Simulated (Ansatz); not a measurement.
EuO:

```
Eu O
1.0
     0.00000    2.57195    2.57195
     2.57195    0.00000    2.57195
     2.57195    2.57195    0.00000
Eu O
1 1
Direct
  0.00000 0.00000 0.00000
  0.50000 0.50000 0.50000
```

```yaml
Program: Ansatz 0.2.0
Task: relaxation of cell and atoms
Functional: PBEsol
Dispersion: D4
Potentials_or_basis: Ansatz PAW
Cutoff: "420 eV (not typed: the program's choice for these potentials)"
k_mesh: 9 × 9 × 9
Occupations: fermi-dirac, width 0.05 eV
Spin: collinear spin, ferromagnetic start
Starting_moments: "[7.0, 0.0] μB"
```

At the start: volume 17.01 Å³/atom.

Q: Where does the relaxation end?

A: It ends after 7 steps and the volume is 15.07 Å³/atom (-11.4 %); space group Fm-3m (No. 225, to 0.05 Å); moment 6.86 μB per cell.

The path:
```
step  energy change (eV)  largest force (eV/Å)  volume (Å³)
   1              0.0000                0.0000        34.03
   2             -0.1406                0.0000        29.29
   3             -0.1474                0.0000        30.44
   4             -0.1486                0.0000        30.24
   5             -0.1418                0.0000        30.24
   6             -0.1423                0.0000        30.13
   7             -0.1420                0.0000        30.13
```

Final structure:
```cif
data_structure
_symmetry_space_group_name_H-M 'P 1'
_symmetry_Int_Tables_number 1
_cell_length_a 3.4929
_cell_length_b 3.4929
_cell_length_c 3.4929
_cell_angle_alpha 60.000
_cell_angle_beta 60.000
_cell_angle_gamma 60.000
_cell_volume 30.13
loop_
_atom_site_label
_atom_site_type_symbol
_atom_site_fract_x
_atom_site_fract_y
_atom_site_fract_z
_atom_site_occupancy
Eu1 Eu 0.00000 0.00000 0.00000 1
O1 O 0.50000 0.50000 0.50000 1
```

Caveat: the plane-wave basis is chosen anew once the cell has moved, so the energies of steps on either side of that aren't comparable; the pressure holds a Pulay correction of +0.5 GPa for the finite cutoff; the volume moved by -11 % from the deposited cell, more than functionals usually miss; a cell with one magnetic atom can't hold antiferromagnetic order, which such compounds often take; without U or exact exchange the open f shell lies at the Fermi level, which spoils levels, moments and volumes; the PAW data sets come from PBE, with cores solved anew for the run's functional, which leaves a small shift of forces and pressure.
